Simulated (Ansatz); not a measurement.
# MgI2: a single-point run

Wanted: a converged single-point run for MgI2, and a check of what comes out. The structure is shown as the input types it. The cell is built on a prototype (fluorite) and needn't be the phase found in nature.

Program: Ansatz 0.2.0. Level of theory: density functional or hybrid calculation with the settings of its input, plane waves (as first typed). These are calculated values, not measurements.

1 further run of the same task is left out (for a known fault of the program).

**1. Starting point**

Symmetry: Fm-3m, No. 225, cubic system. The conventional cell has a = 7.511 Å, b = 7.511 Å, c = 7.511 Å, α = 90.00°, β = 90.00°, γ = 90.00°. Mg (site symmetry m-3m) is surrounded by 8 I at 3.25 Å. I (site symmetry -43m) has 4 Mg at 3.25 Å as nearest neighbours.

The input asks for a charge of +2 e on the cell.

Coordinates:

```cif
data_structure
_symmetry_space_group_name_H-M 'Fm-3m'
_symmetry_Int_Tables_number 225
_cell_length_a 7.5114
_cell_length_b 7.5114
_cell_length_c 7.5114
_cell_angle_alpha 90.000
_cell_angle_beta 90.000
_cell_angle_gamma 90.000
_cell_volume 423.81
loop_
_atom_site_label
_atom_site_type_symbol
_atom_site_symmetry_multiplicity
_atom_site_Wyckoff_symbol
_atom_site_fract_x
_atom_site_fract_y
_atom_site_fract_z
_atom_site_occupancy
Mg1 Mg 4 a 0.00000 0.00000 0.00000 1
I1 I 8 c 0.25000 0.75000 0.75000 1
```

**2. Running it**

The input, input.yaml:

```yaml
crystal:
  lattice:
    - [0.0, 3.7557205847, 3.7557205847]
    - [3.7557205847, 0.0, 3.7557205847]
    - [3.7557205847, 3.7557205847, 0.0]
  atoms:
    - { symbol: Mg, position: [0.0, 0.0, 0.0] }
    - { symbol: I, position: [0.25, 0.25, 0.25] }
    - { symbol: I, position: [0.75, 0.75, 0.75] }
kpoints:
  mp_grid: { grid: [4, 4, 4] }
hamiltonian:
  xc: pbe
scf:
  occupations: { method: fixed }
  n_extra_bands: 4
  max_iter: 76
output:
  forces: true
  stress: true
  eigenvalues: true
total_charge: 2
```

Command:

```
> ansatz run input.yaml --threads 4 --pin off --max-ram 3686MiB --backend cpu --events-out ev --progress --plain --runs-dir out
```

What happens when this is run?

This run ends as converged, with warnings (band overlap at count, metallic iterate, unresolved pair at count). Its log warns: «a fill by count may have filled part of one level: at k-index 1 the highest filled band, 3.866406 eV, and the lowest empty band, 3.866406 eV, stand 1.332e-15 eV apart ...»

The suspect setting: total_charge is 2. With this charge the calculation describes a differently charged system.

The test: delete total_charge (the default then holds).
